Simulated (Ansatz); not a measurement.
**BaS (rocksalt) under strain**

BaS built on the rocksalt prototype, relaxed with r2SCAN in the PAW code Ansatz. The symmetry is Fm-3m (No. 225, cubic); conventional cell a = 6.424 Å, 33.13 Å³ an atom. Ba has 6 S at 3.21 Å; S has 6 Ba at 3.21 Å.

The axes x, y and z are those of this cell:
```
Ba S
1.0
     0.00000    3.21180    3.21180
     3.21180    0.00000    3.21180
     3.21180    3.21180    0.00000
Ba S
1 1
Cartesian
  0.0000 0.0000 0.0000
  3.2118 3.2118 3.2118
```

Unstrained: With PBE the valence top lies at Γ and the conduction bottom at X, 2.230 eV higher; the smallest vertical gap, at X, is 2.345 eV. r2SCAN gives an indirect gap of 2.578 eV, from Γ to X; the least direct gap is 2.692 eV at X. With HSE06 the valence top lies at Γ and the conduction bottom at X, 3.138 eV higher; the smallest vertical gap, at X, is 3.277 eV. Meshes: PBE 8×8×8, r2SCAN 8×8×8, HSE06 6×6×6. Strains are changes of length per length, and xy shears are angles. After each strain the atoms were relaxed again with r2SCAN within the symmetry that the strain leaves, so tilts or polar shifts that break it weren't tested; points keep the names that they have in the unstrained zone. The values are computed, spin-unpolarised, and not measurements.

Changes of the least gap in eV (an overlap counts as a negative gap):

| strain | volume change (%) | space group | PBE | r2SCAN | HSE06 | G0W0@PBE (mesh) | energy rise, r2SCAN (meV/atom) |
| --- | --- | --- | --- | --- | --- | --- | --- |
| xy shear, engineering strain (angle) +2.5 % | 0.0 | Immm | -0.033 | -0.034 | -0.035 | -0.03 | 1.2 |
| epitaxial +1.0 % in the xy plane, free normal strain -0.32 % | +1.7 | I4/mmm | -0.008 | -0.012 | -0.007 | 0.00 | 2.1 |
| uniaxial +5.0 % along z | +5.0 | I4/mmm | +0.021 | +0.015 | +0.022 | +0.04 | 20.3 |
| isotropic +5.0 % on every length | +15.8 | Fm-3m | +0.146 | +0.147 | +0.140 | +0.20 | 87.0 |
| uniaxial +3.0 % along x | +3.0 | I4/mmm | +0.011 | +0.006 | +0.011 | +0.02 | 7.9 |

Unstrained, G0W0@PBE with 276 empty bands, a screening cutoff of 150 eV and a 4×4×4 mesh gives 3.47 eV on its mesh; the band count follows the volume. No extrapolation in bands, cutoff or mesh was made for G0W0.

Xy shear, engineering strain (angle) +2.5 %. HSE06: the gap goes from 3.138 to 3.103 eV (-0.035 eV); with r2SCAN the top three valence levels at Γ, degenerate before, become 1+1+1 from the top over 61 meV. Stress change with r2SCAN, compression positive: xx 0.00, yy 0.00, zz -0.01, xy -0.48 GPa.

Epitaxial +1.0 % in the xy plane, free normal strain -0.32 %. HSE06: the gap goes from 3.138 to 3.131 eV (-0.007 eV); with r2SCAN the top three valence levels at Γ, degenerate before, become 1+2 from the top over 38 meV. Stress change with r2SCAN, compression positive: xx -1.03, yy -1.03, zz -0.03 GPa.

Uniaxial +5.0 % along z, other directions held. HSE06: the gap goes from 3.138 to 3.160 eV (+0.022 eV); with r2SCAN the top three valence levels at Γ, degenerate before, become 2+1 from the top over 107 meV. Stress change with r2SCAN, compression positive: xx -0.80, yy -0.80, zz -3.58 GPa.

Isotropic +5.0 % on every length. HSE06: the gap goes from 3.138 to 3.278 eV (+0.140 eV). Stress change with r2SCAN, compression positive: xx -4.73, yy -4.73, zz -4.73 GPa. For HSE06, dE_g/d ln V = 1.0 eV over this step.

Uniaxial +3.0 % along x, other directions held. HSE06: the gap goes from 3.138 to 3.149 eV (+0.011 eV); with r2SCAN the top three valence levels at Γ, degenerate before, become 2+1 from the top over 74 meV. Stress change with r2SCAN, compression positive: xx -2.44, yy -0.50, zz -0.50 GPa.

The runs are scalar-relativistic, without spin-orbit coupling.

The splittings at Γ are without spin-orbit coupling, which regroups them where it is of like size or larger.
